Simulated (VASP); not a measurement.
MgB2: single point with PBE

The system is MgB2.

```
CELL_PARAMETERS angstrom
3.08500 0.00000 0.00000
-1.54250 2.67169 0.00000
0.00000 0.00000 3.52300
ATOMIC_POSITIONS crystal
Mg 0.00000 0.00000 0.00000
B 0.66667 0.33333 0.50000
B 0.33333 0.66667 0.50000
```

```
Program             : VASP 6.6.1
Task                : single point
Functional          : PBE
Potentials or basis : VASP PAW PBE potentials, release 64 (Mg, B)
Cutoff              : 500 eV
k mesh              : 10 × 10 × 8
Occupations         : gaussian, width 0.1 eV
Spin                : no spin polarisation
```

```
Pressure               : -1.1 GPa
Band gap on the k mesh : none (metal or under the smearing width)
```

Stress tensor (GPa, compression positive):
```
-1.07  0.00  0.00
 0.00 -1.07  0.00
 0.00  0.00 -1.29
```

Levels at points of the mesh, in eV from the Fermi level:
```csv
k point,band 2,band 3,band 4,band 5,band 6,band 7
"(0.00, 0.00, 0.00)",-2.98,0.33,0.33,1.60,6.26,6.26
"(0.50, 0.00, 0.00)",-7.86,-2.21,0.17,3.03,3.83,5.27
"(0.00, 0.00, 0.50)",-7.47,0.70,0.70,6.59,6.59,7.90
"(0.50, 0.00, 0.50)",-6.95,-3.61,-1.91,-1.34,5.65,8.71
```

It took 21 s on 1 thread of Intel(R) Xeon(R) Platinum 8488C (Sapphire Rapids), on a shared host, peak memory 0.15 GiB.
